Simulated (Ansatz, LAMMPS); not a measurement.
# Relaxing amorphous SiO2 (96 atoms)

How does amorphous SiO2 (96 atoms) relax, and what do bonds, charges and levels look like afterwards?

Method: Kohn-Sham DFT, PBE, PAW (set soft_2), plane waves, in Ansatz 0.2.0.

**Experiments to compare with.** The density of pristine, uncompressed silica glass was measured at room temperature as a reference for densified samples (“Siliceous zeolite-derived topology of amorphous silica”, 2023, PMC10710485): density 2.2 g/cm³. A silica glass plate was measured by high-energy x-ray diffraction at 20 K and the Si-O distance was taken from the first PDF peak (“Polyhedral units and network connectivity in calcium aluminosilicate glasses from high-energy x-ray diffraction”, 2000, arxiv:cond-mat/0007490): nearest Si–O distance 1.61 Å; number of O about Si 4. The nearest silicon-silicon distance in amorphous silica was obtained by fitting a symmetric peak to the measured radial distribution (as quoted in “New insights into the origin of the first sharp diffraction peak in amorphous silica from an analysis of chemical and radial ordering”, 2024, arxiv:2403.10632): nearest Si–Si distance 3.08 Å; nearest O–O distance 2.63 Å. The mean Si-O-Si angle was obtained by reanalysing earlier high-energy photon diffraction data in combination with published neutron diffraction data on silica glass (“Bond angle distribution in amorphous germania and silica”, 1996, arxiv:chem-ph/9603004): Si–O–Si angle 148.3 °.

Most raw output is cut from this account.

### 1. Set-up

The cell holds 96 atoms: 32 Si and 64 O. Cell: a = 11.322 Å, b = 11.322 Å, c = 11.322 Å, α = 90.0°, β = 90.0°, γ = 90.0°. 96 atoms (32 Si, 64 O) placed at random at 2.2 g/cm³, melted at 5000 K for 10 ps at fixed volume with the Morse and Coulomb pair potential with partial charges (Pedone, Malavasi, Menziani, Cormack and Segre, J. Phys. Chem. B 110, 11780 (2006)). Quenched from 5000 K to 300 K at 50 K/ps and fixed volume, held 5 ps, then minimised at fixed cell.

Before any run, some limits are plain. The quench rate of 50 K/ps far exceeds what a furnace or splat quench reaches, so expect more defects and frozen-in strain than in a real sample. The starting topology of bonds comes from the classical model. Only the Γ point is sampled in the main run, in a cell whose shortest periodic width is 11 Å.

### 2. Making the structure

A classical potential supplies the starting structure, since it reaches far longer times than DFT.

This step: classical MD, Morse and Coulomb pair potential with partial charges (Pedone, Malavasi, Menziani, Cormack and Segre, J. Phys. Chem. B 110, 11780 (2006)) (LAMMPS 22 Jul 2025 - Update 4).

The input, in.lmp:

```
# melt-quench of Si32O64
units metal
atom_style charge
boundary p p p
region box block 0 11.3216 0 11.3216 0 11.3216
create_box 2 box
mass 1 28.0850   # Si
mass 2 15.9990   # O
create_atoms 1 random 32 40194 NULL overlap 1.5 maxtry 2000
create_atoms 2 random 64 40201 NULL overlap 1.5 maxtry 2000
pair_style hybrid/overlay pedone 5.5 coul/long 8.0
pair_coeff * * coul/long
pair_coeff 1 2 pedone 0.340554 2.006700 2.100000 1   # Si-O
pair_coeff 2 2 pedone 0.042395 1.379316 3.618701 22   # O-O
set type 1 charge 2.4
set type 2 charge -1.2
kspace_style pppm 1.0e-4
neigh_modify delay 0 every 1 check yes
thermo_style custom step time temp pe press density
thermo_modify norm yes
timestep 0.002
thermo 100
min_style cg
minimize 1e-4 1e-4 200 2000
reset_timestep 0
velocity all create 5000 40195 mom yes dist gaussian
fix lim all nve/limit 0.05
fix lan all langevin 5000 5000 0.2 40196 zero yes
thermo 500
run 1000 post no
unfix lim
unfix lan
thermo 833
fix md all nvt temp 5000 5000 0.2
run 5000 post no
unfix md
thermo 4700
fix md all nvt temp 5000 300 0.2
run 47000 post no
unfix md
thermo 1250
fix md all nvt temp 300 300 0.2
run 2500 post no
unfix md
thermo 100
min_style cg
minimize 0 1e-3 2000 20000
write_dump all custom glass.dump id type xs ys zs modify sort id
```

Launch:

```sh
> lmp -in in.lmp -log none -nocite
```

Run time: 21 s. Hardware: 1 thread of Arm Neoverse V2, shared host; peak memory 0.07 GiB.

### 3. Single point at the start

A single point comes first, to see the forces before anything moves.

The input, input.yaml:

```yaml
crystal:
  lattice:
    - [11.3216, 0.0, 0.0]
    - [0.0, 11.3216, 0.0]
    - [0.0, 0.0, 11.3216]
  atoms:
    - { symbol: Si, position: [0.3215, 0.24814, 0.61279] }
    - { symbol: Si, position: [0.0076, 0.14403, 0.04753] }
    - { symbol: Si, position: [0.37355, 0.06593, 0.81467] }
    - { symbol: Si, position: [0.93134, 0.01389, 0.45904] }
    - { symbol: Si, position: [0.77166, 0.24127, 0.48239] }
    - { symbol: Si, position: [0.63026, 0.55535, 0.31505] }
    - { symbol: Si, position: [0.07687, 0.77598, 0.04047] }
    - { symbol: Si, position: [0.37576, 0.84041, 0.45164] }
    - { symbol: Si, position: [0.63237, 0.39382, 0.08694] }
    - { symbol: Si, position: [0.91012, 0.93857, 0.19848] }
    - { symbol: Si, position: [0.42986, 0.21736, 0.02771] }
    - { symbol: Si, position: [0.95193, 0.84913, 0.6818] }
    - { symbol: Si, position: [0.47555, 0.56636, 0.71904] }
    - { symbol: Si, position: [0.23344, 0.16303, 0.2055] }
    - { symbol: Si, position: [0.69835, 0.83868, 0.06261] }
    - { symbol: Si, position: [0.88972, 0.47482, 0.36987] }
    - { symbol: Si, position: [0.70252, 0.4683, 0.83092] }
    - { symbol: Si, position: [0.08756, 0.36102, 0.74202] }
    - { symbol: Si, position: [0.20451, 0.05344, 0.44857] }
    - { symbol: Si, position: [0.29093, 0.40126, 0.31036] }
    - { symbol: Si, position: [0.90362, 0.39199, 0.11132] }
    - { symbol: Si, position: [0.29774, 0.43979, 0.90348] }
    - { symbol: Si, position: [0.51636, 0.34816, 0.44449] }
    - { symbol: Si, position: [0.11596, 0.97644, 0.86101] }
    - { symbol: Si, position: [0.48955, 0.77448, 0.22301] }
    - { symbol: Si, position: [0.02518, 0.58869, 0.59458] }
    - { symbol: Si, position: [0.86144, 0.62946, 0.96019] }
    - { symbol: Si, position: [0.50992, 0.84983, 0.70103] }
    - { symbol: Si, position: [0.28871, 0.58889, 0.5127] }
    - { symbol: Si, position: [0.74446, 0.95814, 0.81531] }
    - { symbol: Si, position: [0.28318, 0.61081, 0.12139] }
    - { symbol: Si, position: [0.8354, 0.23053, 0.75746] }
    - { symbol: O, position: [0.26912, 0.93079, 0.47875] }
    - { symbol: O, position: [0.57193, 0.47883, 0.42179] }
    - { symbol: O, position: [0.32243, 0.70753, 0.44253] }
    - { symbol: O, position: [0.1663, 0.61124, 0.57854] }
    - { symbol: O, position: [0.5459, 0.28473, 0.06824] }
    - { symbol: O, position: [0.00427, 0.85221, 0.13543] }
    - { symbol: O, position: [0.78982, 0.09685, 0.79823] }
    - { symbol: O, position: [0.43694, 0.86081, 0.32388] }
    - { symbol: O, position: [0.94627, 0.43088, 0.24401] }
    - { symbol: O, position: [0.02305, 0.47333, 0.67987] }
    - { symbol: O, position: [0.39903, 0.57041, 0.5997] }
    - { symbol: O, position: [0.76536, 0.35429, 0.11989] }
    - { symbol: O, position: [0.065, 0.9177, 0.74174] }
    - { symbol: O, position: [0.84007, 0.35446, 0.4292] }
    - { symbol: O, position: [0.79387, 0.24154, 0.62244] }
    - { symbol: O, position: [0.70786, 0.92429, 0.94858] }
    - { symbol: O, position: [0.75956, 0.71168, 0.02239] }
    - { symbol: O, position: [0.96656, 0.5465, 0.46752] }
    - { symbol: O, position: [0.42195, 0.34309, 0.33548] }
    - { symbol: O, position: [0.9259, 0.06713, 0.13584] }
    - { symbol: O, position: [0.63177, 0.26238, 0.45021] }
    - { symbol: O, position: [0.97381, 0.71318, 0.64443] }
    - { symbol: O, position: [0.85245, 0.87125, 0.78054] }
    - { symbol: O, position: [0.42243, 0.94162, 0.7675] }
    - { symbol: O, position: [0.89816, 0.51232, 0.03647] }
    - { symbol: O, position: [0.1392, 0.86902, 0.95307] }
    - { symbol: O, position: [0.46704, 0.84743, 0.56291] }
    - { symbol: O, position: [0.57066, 0.82618, 0.11948] }
    - { symbol: O, position: [0.63687, 0.91206, 0.72967] }
    - { symbol: O, position: [0.2979, 0.54439, 0.99724] }
    - { symbol: O, position: [0.93247, 0.94654, 0.33546] }
    - { symbol: O, position: [0.28447, 0.50227, 0.21304] }
    - { symbol: O, position: [0.50025, 0.71058, 0.74531] }
    - { symbol: O, position: [0.02279, 0.06518, 0.92834] }
    - { symbol: O, position: [0.57278, 0.68133, 0.29751] }
    - { symbol: O, position: [0.21923, 0.0698, 0.30809] }
    - { symbol: O, position: [0.06605, 0.06182, 0.47846] }
    - { symbol: O, position: [0.9667, 0.28038, 0.04872] }
    - { symbol: O, position: [0.78392, 0.88856, 0.16388] }
    - { symbol: O, position: [0.98016, 0.26455, 0.76199] }
    - { symbol: O, position: [0.21347, 0.29178, 0.26977] }
    - { symbol: O, position: [0.43055, 0.32116, 0.55568] }
    - { symbol: O, position: [0.34925, 0.32127, 0.9641] }
    - { symbol: O, position: [0.44159, 0.11572, 0.92925] }
    - { symbol: O, position: [0.23463, 0.04746, 0.84102] }
    - { symbol: O, position: [0.16539, 0.40835, 0.85417] }
    [... 12 atom lines left out ...]
    - { symbol: O, position: [0.35608, 0.16865, 0.13767] }
    - { symbol: O, position: [0.77172, 0.55061, 0.33344] }
    - { symbol: O, position: [0.91028, 0.92649, 0.56852] }
    - { symbol: O, position: [0.20058, 0.31358, 0.65989] }
    - { symbol: O, position: [0.60011, 0.48284, 0.19294] }
    - { symbol: O, position: [0.13552, 0.14342, 0.10738] }
kpoints:
  mp_grid: { grid: [1, 1, 1] }
hamiltonian:
  xc: pbe
scf:
  occupations: { method: fermi_dirac, width: 0.025 }
output:
  forces: true
```

Launch:

```sh
> ansatz run input.yaml --threads 4 --pin off --max-ram 8192MiB --backend cpu --events-out ev --progress --plain --runs-dir out
```

Run time: 13 s. Hardware: 4 threads of Arm Neoverse V2, shared host; peak memory 1.6 GiB.

The run gave:

```
free energy            : -56762.3976 eV
free energy per atom   : -591.2750 eV/atom
SCF cycles             : 9
r.m.s. force component : 0.6935 eV/Å
longest force          : 2.79 eV/Å
Fermi energy           : 3.728 eV
```

The r.m.s. force component of 0.69 eV/Å sets the starting point.

Length of the force by element:

| element | coordination | atoms | mean length of the force (eV/Å) | spread | least | most |
| --- | --- | --- | --- | --- | --- | --- |
| O | all | 64 | 0.897 | 0.324 | 0.328 | 1.66 |
| Si | all | 32 | 1.46 | 0.622 | 0.274 | 2.79 |

### 4. Cell and atoms relaxed

Cell and atoms are freed together, to release stress as well as forces.

Edit input.yaml of step 3 so:

```diff
@@ -15 +15,5 @@
   forces: true
+relax:
+  f_tol: 0.04
+  max_steps: 250
+  cell: {}
```

The job ended after 2 min (4 threads; peak memory 1.6 GiB; 7.6 min of CPU time).

The steps of the relaxation:

| step | energy less that of the first step (eV) | largest force component (eV/Å) | pressure (GPa) | volume (Å³) |
| --- | --- | --- | --- | --- |
| 1 | 0.0000 | 2.3768 | 1.98 | 1451.19 |
| 2 | -1.4465 | 1.6732 | 1.06 | 1455.89 |
| 3 | -3.8962 | 0.3823 | 0.37 | 1416.54 |
| 4 | -4.2066 | 0.1009 | -0.01 | 1400.60 |
| 5 | -4.2315 | 0.0495 | -0.01 | 1402.58 |
| 6 | -4.2335 | 0.0360 | 0.01 | 1402.51 |
| 7* | -4.1484 | 0.0363 | -0.13 | 1402.51 |
| 8 | -4.1661 | 0.0110 | 0.02 | 1398.77 |
| 9* | -4.1582 | 0.0110 | 0.01 | 1398.77 |

Relaxation steps marked * repeat the geometry before them on a plane-wave basis chosen anew for their cell, so energy and pressure can jump there.

| cell as run | before | after | change |
| --- | --- | --- | --- |
| a (Å) | 11.322 | 11.176 | -1.3 % |
| b (Å) | 11.322 | 10.881 | -3.9 % |
| c (Å) | 11.322 | 11.509 | +1.7 % |
| α (°) | 90.00 | 90.82 | +0.9 % |
| β (°) | 90.00 | 91.69 | +1.9 % |
| γ (°) | 90.00 | 90.10 | +0.1 % |
| volume (Å³/atom) | 15.12 | 14.57 | -3.6 % |

The atoms that moved most (Å, as changes of fractional coordinates times the final cell):

| atom | dx | dy | dz | length |
| --- | --- | --- | --- | --- |
| O52 | 0.189 | 0.294 | 0.350 | 0.495 |
| O71 | -0.130 | 0.457 | 0.029 | 0.476 |
| O56 | -0.412 | -0.154 | -0.048 | 0.443 |
| O37 | 0.207 | -0.318 | -0.089 | 0.390 |
| O61 | -0.246 | 0.270 | -0.042 | 0.367 |
| O96 | 0.271 | -0.051 | -0.236 | 0.363 |
| O77 | -0.237 | 0.229 | -0.001 | 0.329 |
| O35 | 0.160 | -0.174 | -0.228 | 0.328 |

The relaxation changed the energy by -43.3 meV/atom, and atoms moved by 0.20 Å r.m.s., 0.49 Å at most.

### 5. Local order after relaxation

Bonds before and after, by the cutoffs listed below:

| pair | bonds before | bonds after | mean before (Å) | mean after (Å) | spread before (Å) | spread after (Å) |
| --- | --- | --- | --- | --- | --- | --- |
| O-Si | 128 | 128 | 1.619 | 1.631 | 0.021 | 0.012 |

Density 2.28 g/cm³, 14.57 Å³ an atom.

Pair distribution functions g(r), in bins of 0.2 Å:

| r (Å) | total | O-O | O-Si | Si-Si |
| --- | --- | --- | --- | --- |
| 1.60 | 5.85 | 0.00 | 13.10 | 0.00 |
| 1.80 | 0.00 | 0.00 | 0.00 | 0.00 |
| 2.00 | 0.00 | 0.00 | 0.00 | 0.00 |
| 2.20 | 0.00 | 0.00 | 0.00 | 0.00 |
| 2.40 | 0.00 | 0.00 | 0.00 | 0.00 |
| 2.60 | 2.41 | 5.41 | 0.00 | 0.00 |
| 2.80 | 0.94 | 2.09 | 0.00 | 0.13 |
| 3.00 | 0.54 | 0.18 | 0.06 | 3.95 |
| 3.20 | 0.75 | 0.51 | 0.36 | 3.25 |
| 3.40 | 0.72 | 0.58 | 1.05 | 0.00 |
| 3.60 | 0.88 | 0.63 | 1.33 | 0.00 |
| 3.80 | 0.94 | 0.72 | 1.36 | 0.15 |
| 4.00 | 1.06 | 0.61 | 1.67 | 0.40 |
| 4.20 | 1.38 | 0.66 | 2.22 | 0.86 |
| 4.40 | 0.94 | 0.88 | 0.98 | 1.07 |
| 4.60 | 0.82 | 1.04 | 0.59 | 0.87 |
| 4.80 | 1.26 | 1.64 | 0.72 | 1.89 |
| 5.00 | 1.30 | 1.80 | 0.68 | 1.75 |
| 5.20 | 1.08 | 1.35 | 0.84 | 1.04 |

Bonds by pair of elements; cutoffs follow the first minimum of g(r), held within bounds set by covalent radii, and pairs that aren't listed don't count as bonded:

| pair A-B | cutoff (Å) | bonds | mean length (Å) | spread (Å) | shortest (Å) | B about A | A about B |
| --- | --- | --- | --- | --- | --- | --- | --- |
| O-Si | 2.08 | 128 | 1.63 | 0.012 | 1.60 | 2 | 4 |

How many atoms have how many bonded neighbours:

| element | mean | 2 | 4 |
| --- | --- | --- | --- |
| O | 2 | 64 | 0 |
| Si | 4 | 0 | 32 |

Bond angles, per cent of each kind in bins of 5°:

| angle (°) | O-Si-O | Si-O-Si |
| --- | --- | --- |
| 100–105 | 9.9 | 0.0 |
| 105–110 | 46.9 | 0.0 |
| 110–115 | 38.5 | 0.0 |
| 115–120 | 4.2 | 0.0 |
| 120–125 | 0.5 | 1.6 |
| 125–130 | 0.0 | 10.9 |
| 130–135 | 0.0 | 12.5 |
| 135–140 | 0.0 | 21.9 |
| 140–145 | 0.0 | 10.9 |
| 145–150 | 0.0 | 9.4 |
| 150–155 | 0.0 | 15.6 |
| 155–160 | 0.0 | 6.2 |
| 160–165 | 0.0 | 1.6 |
| 165–170 | 0.0 | 6.2 |
| 170–175 | 0.0 | 1.6 |
| 175–180 | 0.0 | 1.6 |

Bond angles (no mean is given where the spread exceeds 20°):

| angle | count | mean (°) | spread (°) |
| --- | --- | --- | --- |
| O-Si-O | 192 | 110 | 3.4 |
| Si-O-Si | 64 | 144 | 12.2 |

Oxygen atoms by the number of network formers (Si, P, Ge, B, Al, As, Ga) bound to them:

| network formers bound to O | O atoms | per cent |
| --- | --- | --- |
| 0 | 0 | 0 |
| 1 | 0 | 0 |
| 2 | 64 | 100 |

Network units: each former by its oxygen neighbours and how many of them bridge to another former:

| former | O neighbours | bridging O | atoms |
| --- | --- | --- | --- |
| Si | 4 | 4 | 32 |

Rings of the network by King's shortest-path rule, up to 12 atoms, one path for each pair of neighbours; H, halogens, alkali and alkaline-earth atoms are left out, and the last column divides by all other atoms, bonded or not:

| ring size (atoms) | rings | per network atom |
| --- | --- | --- |
| 8 | 6 | 0.062 |
| 10 | 12 | 0.125 |
| 12 | 17 | 0.177 |

With the cutoffs above, all O atoms have 2 and all Si atoms have 4 bonded neighbours. The O-Si-O angle averages 110° with a spread of 3°. 100 % of the oxygens bridge two formers (Si) and 0 % are non-bridging. The commonest Si unit has 4 oxygens, 4 of them shared with other formers (32 of 32 atoms). Rings of 12 atoms are the most common (49 % of those counted); sizes run from 8 to 12, where the search stops.

[end of part 1 of 3]

[Logs are printed without paths, hosts, clocks, repeated set-up lines and the standing remarks that a program may print on its own settings, such as how far it seeks lower states.]

[Hosts, paths, dates, database ids (printed as entryN), source tags and the programs' standing remarks are cut or masked in the printed files.]
